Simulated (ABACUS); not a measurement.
**GaAs: equation of state with SCAN**

GaAs:

```xyz
2
Lattice="0.0000 2.8268 2.8268 2.8268 0.0000 2.8268 2.8268 2.8268 0.0000" Properties=species:S:1:pos:R:3 pbc="T T T"
As    4.2403    4.2403    4.2403
Ga    0.0000    0.0000    0.0000
```

- Program: ABACUS 3.10.1
- Task: equation of state
- Functional: SCAN
- Potentials or basis: SG15 ONCV 1.2 PBE
- Cutoff: 1320 eV
- Density cutoff: 5279 eV
- Basis: plane waves
- k mesh: 5 × 5 × 5
- Occupations: fermi-dirac, width 0.05 eV
- Spin: no spin polarisation

The equilibrium volume is 22.47 Å³/atom (rough: see the caveat) and the bulk modulus is 60 GPa (rough).

Energy against volume, from the lowest point:
| volume (Å³/atom) | energy (meV/atom) |
| --- | --- |
| 21.234 | 16.57 |
| 22.138 | 0.00 |
| 23.041 | 1.27 |
| 23.945 | 10.59 |

All runs of the series together: 59 s on 4 threads of Intel(R) Xeon(R) Platinum 8488C (Sapphire Rapids), on a shared host.

Caveat: the k mesh is coarse (spacing up to 0.38 Å⁻¹), so the values aren't converged; the fit is doubtful: noisy points or a state that changes with volume; the potentials were made for another functional, which shifts forces and pressure.
